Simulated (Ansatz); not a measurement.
Crystal: FeGe2.

```
Ge Fe
1.0
    -2.95956    2.95956    2.45140
     2.95956   -2.95956    2.45140
     2.95956    2.95956   -2.45140
Ge Fe
4 2
Direct
  0.84511 0.34511 0.19021
  0.65489 0.84511 0.50000
  0.34511 0.15489 0.50000
  0.15489 0.65489 0.80979
  0.25000 0.25000 0.00000
  0.75000 0.75000 0.00000
```

The cell is a database's computed one.

Base run:

```yaml
Program: Ansatz 0.2.0
Functional: PBEsol
Potentials_or_basis: Ansatz PAW
Cutoff: 420 eV
Density_cutoff: 1680 eV
k_mesh: 7 × 7 × 7
Occupations: fermi-dirac, width 0.05 eV
Spin: collinear spin, ferromagnetic start
Starting_moments: "[0.0, 0.0, 0.0, 0.0, 3.0, 3.0] μB"
```

Its results: band gap on the k mesh none (metal or under the smearing width); pressure -5.4 GPa; net moment 2.39 μB per cell; site moments Ge -0.04; Fe +1.32 μB; largest force 0.153 eV/Å.

Question: The run is repeated on the same cell with these changes: functional from PBEsol to r2SCAN; cutoff from 420 eV to 500 eV; density cutoff from 1680 eV to 2000 eV. What comes out?

Answer: Band gap on the k mesh none (metal or under the smearing width); pressure 0.6 GPa; net moment 3.40 μB per cell; site moments Ge -0.08; Fe +2.00 μB; largest force 0.044 eV/Å.

Caveats: the PAW data sets come from PBE, with cores solved anew for the run's functional, which leaves a small shift of forces and pressure; the magnetic or orbital state may not be the lowest (some runs).

Not every run made on this cell is shown here.
